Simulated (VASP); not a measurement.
Wanted: the native input for a VASP 6.6.1 run.

```yaml
Task: relaxation of cell and atoms
Functional: r2SCAN
Dispersion: rVV10
Potentials_or_basis: VASP PAW PBE potentials, release 64 (V_sv)
Cutoff: 600 eV
k_mesh: 18 × 18 × 10
Occupations: gaussian, width 0.1 eV
Spin: no spin polarisation
Further_INCAR_settings: ALGO = Normal; EDIFF = 1e-07; IBRION = 2; EDIFFG = -0.005; NSW = 90; ISIF = 3
```

The structure of V lies in POSCAR:

```
V
1.0
    2.6923490400      0.0000000000      0.0000000000
   -1.3461745200      2.3316426600      0.0000000000
    0.0000000000      0.0000000000      4.3966059800
V
2
Direct
    0.3333333300      0.6666666700      0.2500000000
    0.6666666700      0.3333333300      0.7500000000
```

This isn't the form of V at room conditions, which is bcc.

These files were run (other wordings do the same):

INCAR

```
PREC = Accurate
ENCUT = 600
EDIFF = 1E-7
ISMEAR = 0
SIGMA = 0.1
LREAL = F
LASPH = T
NELM = 60
ALGO = Normal
ISIF = 3
LWAVE = F
LCHARG = F
METAGGA = R2SCAN
LMIXTAU = T
LUSE_VDW = T
IVDW_NL = 2
BPARAM = 11.95
CPARAM = 0.0093
IBRION = 2
NSW = 90
EDIFFG = -0.005
```

KPOINTS

```
regular mesh
0
Gamma
  18 18 10
```

Potentials or basis: VASP PAW PBE potentials, release 64 (V_sv).

Run with:

```bash
$ cat potpaw_PBE.64/V_sv/POTCAR > POTCAR
$ mpirun -np 1 vasp_std > vasp.out
```

Results of the run:

The relaxed volume is 13.58 Å³/atom. The relaxed cell is a = 2.595 Å, b = 2.595 Å, c = 4.655 Å, α = 90.00°, β = 90.00°, γ = 120.00°, the space group after relaxing (to 0.05 Å) is P6_3/mmc (No. 194) and the energy gained by relaxing is 42.1 meV/atom. The ionic steps are 9, the pressure after relaxing is 0.0 GPa and the band gap on the k mesh is none (metal or under the smearing width).

Caveat: the PAW data sets were made with another functional, which shifts forces and pressure a little.

It took 22 min on 1 thread of Intel(R) Xeon(R) 6975P-C (Granite Rapids), with other jobs on the host, peak memory 0.35 GiB.
